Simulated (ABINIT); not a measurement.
## Hf: optical spectrum with PBEsol

The system is Hf.

```xyz
1
Lattice="-1.8050 1.8050 1.8050 1.8050 -1.8050 1.8050 1.8050 1.8050 -1.8050" Properties=species:S:1:pos:R:3 pbc="T T T"
Hf    0.0000    0.0000    0.0000
```

This isn't the form of Hf at room conditions, which is hcp.

```json
{
 "Program": "ABINIT 10.8.3 (patched build)",
 "Task": "optical spectrum",
 "Functional": "PBEsol",
 "Potentials or basis": "PseudoDojo NC SR PBEsol v0.4.1 standard",
 "Cutoff": "680 eV",
 "k mesh": "12 × 12 × 12, with 2 shifts",
 "Occupations": "fermi-dirac, width 0.2 eV",
 "Spin": "no spin polarisation",
 "Bands in the sums": "12",
 "Broadening (eV)": "0.15",
 "Scissor shift (eV)": "0",
 "Tensor components": "[11]"
}
```

The pressure is -8.2 GPa.

Dielectric function (mean over the directions given):
```csv
energy (eV),real part,imaginary part
0.33,29.81,50.87
0.76,0.38,18.98
1.31,7.03,7.43
1.74,8.24,7.65
2.29,10.63,8.23
2.83,7.76,11.09
3.27,7.44,12.29
3.81,3.30,11.42
4.25,3.41,11.29
4.79,1.66,12.78
5.33,-3.56,9.26
5.77,-2.59,5.36
6.31,-0.70,5.09
6.75,-1.06,5.13
7.29,-1.43,5.12
7.84,-1.04,4.14
8.27,-1.72,3.58
8.82,-1.71,3.03
9.36,-1.52,2.56
9.80,-1.20,2.50
10.34,-0.94,2.07
10.78,-0.61,1.90
11.32,-0.88,1.96
11.86,-0.93,1.74
12.30,-1.25,1.65
12.84,-1.10,1.04
13.28,-0.89,0.76
13.82,-0.69,0.65
14.37,-0.57,0.40
14.80,-0.32,0.28
15.35,-0.13,0.25
15.89,0.06,0.22
16.33,0.14,0.22
16.87,0.26,0.21
17.31,0.31,0.17
17.85,0.39,0.20
18.39,0.47,0.18
18.83,0.52,0.17
19.38,0.59,0.15
19.92,0.65,0.17
```

Wall time 100 s on 1 thread of Intel(R) Xeon(R) Platinum 8375C CPU @ 2.90GHz (Ice Lake), with other jobs on the host, peak memory 1 GiB.

Caveat: the cutoff is short for stress, so the pressure is rough; the intraband (Drude) term is left out; spectra need much finer meshes, so this one isn't converged; independent-particle spectra lack excitons. Spin-orbit coupling is left out, which matters for the levels of Hf.
